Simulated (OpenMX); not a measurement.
A run of OpenMX 3.8.5 is set up as follows.

File Ti.dat:

```
System.CurrrentDirectory             ./
System.Name                          Ti
DATA.PATH                            ./DFT_DATA13
level.of.stdout                      1
level.of.fileout                     1
Species.Number                       1
<Definition.of.Atomic.Species
  Ti  Ti7.0-s3p2d1           Ti_PBE13
Definition.of.Atomic.Species>

Atoms.Number                         1
Atoms.SpeciesAndCoordinates.Unit     FRAC
<Atoms.SpeciesAndCoordinates
    1  Ti   -0.0156700000    0.0038100000    0.0066290000   6.000  6.000
Atoms.SpeciesAndCoordinates>

Atoms.UnitVectors.Unit               Ang
<Atoms.UnitVectors
     0.0217680000    1.9986910000    2.0313150000
     2.0064570000    0.0029940000    2.0500890000
     2.0395050000    2.0505140000   -0.0300550000
Atoms.UnitVectors>

scf.XcType                           GGA-PBE
scf.SpinPolarization                 off
scf.ElectronicTemperature            580.226
scf.energycutoff                     350.0
scf.maxIter                          100
scf.EigenvalueSolver                 band
scf.Kgrid                            15 15 15
scf.Mixing.Type                      rmm-diisk
scf.Init.Mixing.Weight               0.05
scf.Min.Mixing.Weight                0.001
scf.Max.Mixing.Weight                0.3
scf.Mixing.History                   25
scf.Mixing.StartPulay                8
scf.criterion                        1.0e-8
scf.stress.tensor                    on
MD.Type                              nomd
```

Potentials or basis: OpenMX 2013 PBE set, Ti7.0-s3p2d1, grid cutoff 350 Ry.

Command:

```sh
$ openmx Ti.dat -nt 1 > Ti.std
```

**Question.** Predict the band gap on the k mesh.

**Answer.** None (metal or under the smearing width).

**Question.** What does it give for the pressure?

**Answer.** 1.1 GPa.

Caveat: the transition metal has a single d function, too few for pressures, volumes and moments; the basis of atomic orbitals isn't converged, which shifts pressures, moduli and gaps.
